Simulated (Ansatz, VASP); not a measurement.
BaTiO3 in VASP and in Ansatz

```xyz
5
Lattice="3.9998 0.0000 0.0000 0.0000 3.9998 0.0000 0.0000 0.0000 4.0180" Properties=species:S:1:pos:R:3 pbc="T T T"
Ba    0.0000    0.0000    0.0000
Ti    1.9999    1.9999    1.9688
O     1.9999    1.9999    0.0763
O     1.9999    0.0000    2.0773
O     0.0000    1.9999    2.0773
```

Alike in both runs: task single point; functional r2SCAN; k mesh 4 × 4 × 4; no spin polarisation.

|  | VASP | Ansatz |
| --- | --- | --- |
| version | VASP 6.6.1 | Ansatz 0.2.0 |
| potentials or method | VASP PAW PBE potentials, release 64 (Ba_sv, Ti_sv, O) | plane waves, PAW |
| plane-wave cutoff (eV) | 520 | 500 |
| occupations | gaussian, width 0.01 eV | fixed |
| valence electrons in the cell | 40 | 40 |

```csv
,VASP,Ansatz,Ansatz less VASP
pressure (GPa),1.2,-0.8,-1.95
largest component of the traceless stress (GPa),0.67,0.61,-0.063
rms of the force components (eV/Å),0.107,0.133,+0.0257
```

Atom by atom the forces differ by 0.035 eV/Å (rms over components).

Caveats: the PAW data sets were made with another functional, which shifts forces and pressure a little (VASP). A k mesh can miss the band edges.
